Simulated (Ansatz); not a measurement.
Kick test of a cell of NaH

The structure comes from a generated guess, relaxed at this level; another structure or a mixture of phases may lie lower.

Method: DFT PBE, scalar-relativistic, plane waves, PAW in Ansatz 0.2.0. Plane waves to 420 eV, a k mesh through Γ of 12×12×12 on the computed 6-atom cell and Gaussian smearing (0.02 eV); no spin polarisation.

The cell below (6 atoms, space group R-3m (No. 166)) is relaxed within its symmetry.

```
Na H
1.0
     1.68302    0.97169    8.69413
    -1.68302    0.97169    8.69413
     0.00000   -1.94338    8.69413
Na H
3 3
Cartesian
  0.0000 0.0000 13.0412
  0.0000 0.0000 15.9857
  0.0000 0.0000 10.0966
  0.0000 0.0000 0.0000
  0.0000 0.0000 20.2621
  0.0000 0.0000 5.8203
```

For the test a repeat of it with 12 atoms (edges 3.37, 5.83, 8.91 Å) was strained at random (σ = 1.5 % a component), the atoms were moved at random (σ = 0.05 Å), and all was relaxed again on a coarse 4×2×4 mesh (in the run’s order of axes) with 0.10 eV smearing, with no symmetry imposed.

Task: Does it come back?

Result: It returns, within 1 meV/atom of the unmoved cell on that mesh and with the same symmetry when read at 0.1 Å (C2/m at 0.01 Å, so small strains and shifts remain). No instability shows in this cell; modes of other wave vectors, which need another repeat, aren't tested.
